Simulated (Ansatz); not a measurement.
Runs of Ansatz 0.2.0 on MnO. It takes space group Fm-3m (No. 225, cubic). Conventional cell: a = 4.448 Å, b = 4.448 Å, c = 4.448 Å, α = 90.00°, β = 90.00°, γ = 90.00°. Around Mn (site symmetry m-3m) lie 6 O at 2.22 Å. O (site symmetry m-3m) has 6 Mn at 2.22 Å as nearest neighbours. The cell is a database's computed one.

```tsv
task	level	spin	k mesh	cutoff (eV)	points for each segment of the path	mesh quality	gap on the mesh (eV)	pressure (GPa)	moment (μB)
single point	PBEsol	collinear, random start	10 × 10 × 10	420	-	not flagged	none	-7.2	4.77
band structure	RPBE	collinear, ferromagnetic start	6 × 6 × 6	420	14	coarse	none	4.6	4.77
single point	PBEsol	collinear, ferromagnetic start	10 × 10 × 10	420	-	not flagged	none	-7.2	4.77
band structure	PBEsol	collinear, ferromagnetic start	6 × 6 × 6	420	14	coarse	none	-8.3	4.71
band structure	revPBE	collinear, ferromagnetic start	6 × 6 × 6	420	14	coarse	none	3.0	4.75
band structure	PBE	collinear, ferromagnetic start	6 × 6 × 6	420	14	coarse	none	-1.4	4.72
band structure	HSE06	collinear, ferromagnetic start	6 × 6 × 6	420	4	not flagged	1.24	(b)	5.00
single point	PBEsol	off	10 × 10 × 10	420	-	not flagged	none	-41.3	-
band structure	LDA	collinear, ferromagnetic start	6 × 6 × 6	420	14	coarse	none	-15.0	(c)
single point	r2SCAN0	collinear, ferromagnetic start	6 × 6 × 6	500	-	not flagged	2.49	-1.5	5.00
band structure	r2SCAN	collinear, ferromagnetic start	6 × 6 × 6	500	14	coarse	none	0.2	(a)
```

Alike in all rows: potentials or basis Ansatz PAW; cell as given; smearing fermi-dirac 0.05 eV.

Question: Estimate the missing entries.

Answer: (a) 4.99; (b) 0.8; (c) 4.69.

Caveats: some runs use coarse meshes; a cell with one magnetic atom can't hold antiferromagnetic order, which such compounds often take (some runs); the PAW data sets come from PBE, with cores solved anew for the run's functional, which leaves a small shift of forces and pressure (some runs); semilocal functionals often make such compounds metallic where correlation or magnetic order opens a gap, which also shifts bond lengths (some runs); the magnetic or orbital state may not be the lowest (some runs); the thresholds are loose for stress (some runs); a pressure of tens of GPa on the cell as given is suspect, and the run, the potentials or the cell itself is likely at fault (some runs); an odd number of electrons without spin polarisation forces a metal (some runs).

A k mesh can miss the band edges.

A gap of «none» marks a metal or a gap under the smearing width.
